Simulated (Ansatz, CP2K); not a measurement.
This is a calculation of La for CP2K 2026.2. This isn't the form of La at room conditions, which is double hcp.

File la_scf.inp:

```
&GLOBAL
  PROJECT la_scf
  RUN_TYPE ENERGY_FORCE
  PRINT_LEVEL LOW
&END GLOBAL
&FORCE_EVAL
  METHOD QS
  STRESS_TENSOR ANALYTICAL
  &DFT
    BASIS_SET_FILE_NAME BASIS_MOLOPT_UCL
    POTENTIAL_FILE_NAME GTH_POTENTIALS
    &MGRID
      CUTOFF 450
      REL_CUTOFF 60
      NGRIDS 5
    &END MGRID
    &QS
      METHOD GPW
      EPS_DEFAULT 1.0E-10
    &END QS
    &KPOINTS
      SCHEME MONKHORST-PACK 8 8 5
      GAMMA_CENTERED T
      SYMMETRY T
      SYMMETRY_BACKEND SPGLIB
    &END KPOINTS
    &SCF
      SCF_GUESS ATOMIC
      EPS_SCF 1.0E-6
      MAX_SCF 100
      ADDED_MOS 20
      CHOLESKY OFF
      EPS_EIGVAL 1.0E-7
      &DIAGONALIZATION ON
        ALGORITHM STANDARD
      &END DIAGONALIZATION
      &MIXING ON
        METHOD BROYDEN_MIXING
        ALPHA 0.4
        BETA 1.5
        NBUFFER 8
      &END MIXING
      &SMEAR ON
        METHOD GAUSSIAN
        SIGMA [eV] 0.05
      &END SMEAR
    &END SCF
    &XC
      &XC_FUNCTIONAL
        &LDA_X
        &END LDA_X
        &LDA_C_PW
        &END LDA_C_PW
      &END XC_FUNCTIONAL
    &END XC
    &PRINT
      &KPOINTS ON
      &END KPOINTS
      &MULLIKEN ON
      &END MULLIKEN
      &MO ON
        ENERGIES T
        OCCUPATION_NUMBERS T
        &EACH
          QS_SCF 0
        &END EACH
        ADD_LAST NUMERIC
      &END MO
    &END PRINT
  &END DFT
  &SUBSYS
    &CELL
      ABC 3.7500000000 3.7500000000 6.0700000000
      ALPHA_BETA_GAMMA 90.0000000000 90.0000000000 119.9999999999
      PERIODIC XYZ
    &END CELL
    &COORD
      La  1.8750000002 1.0825317546 4.5525000000
      La  -0.0000000002 2.1650635096 1.5175000000
    &END COORD
    &KIND La
      BASIS_SET TZVP-MOLOPT-SR-GTH-q11
      POTENTIAL GTH-PADE-q11
    &END KIND
    &PRINT
      &ATOMIC_COORDINATES ON
      &END ATOMIC_COORDINATES
      &CELL ON
      &END CELL
      &SYMMETRY ON
      &END SYMMETRY
    &END PRINT
  &END SUBSYS
  &PRINT
    &FORCES ON
    &END FORCES
    &STRESS_TENSOR ON
    &END STRESS_TENSOR
  &END PRINT
&END FORCE_EVAL
```

Potentials or basis: GTH_POTENTIALS La GTH-PADE-q11; TZVP-MOLOPT-SR-GTH basis.

Command:

```sh
$ OMP_NUM_THREADS=1 cp2k.psmp -i la_scf.inp -o la_scf.out
```

Question: Set up the same calculation for Ansatz 0.2.0. Potentials or basis there: all-electron LAPW, scalar-relativistic.

Answer: As run (cutoffs and basis follow the program's own potentials, and thresholds, step limits or extra output files can differ):

input.yaml

```yaml
crystal:
  lattice:
    - [3.75, 0.0, 0.0]
    - [-1.875, 3.2475952642, 0.0]
    - [0.0, 0.0, 6.07]
  atoms:
    - { symbol: La, position: [0.6666666667, 0.3333333333, 0.75] }
    - { symbol: La, position: [0.3333333333, 0.6666666667, 0.25] }
kpoints:
  mp_grid: { grid: [8, 8, 5] }
scf:
  occupations: { method: gaussian, width: 0.05 }
hamiltonian:
  xc: lda
  pseudopotentials: { kind: all_electron, lapw: { basis_error: 0.001 } }
output:
  forces: true
  stress: true
  eigenvalues: true
```

Potentials or basis: all-electron LAPW, scalar-relativistic.

Launch:

```console
$ ansatz run input.yaml --threads 2 --pin off --max-ram 6144MiB --backend cpu --events-out ev --progress --plain --runs-dir out
```

Both were run:

|  | CP2K | Ansatz |
| --- | --- | --- |
| Pressure | -1.7 GPa | -2.8 GPa |

Where Ansatz's input types no cutoff or centring, it takes its own default and a Γ-centred mesh.

The two programs' LDA may be different fits to the electron gas.

The two runs disagree by more than potentials and bases usually give (in gap, levels, pressure or energy); the cause wasn't traced.

Pressure is positive in compression.
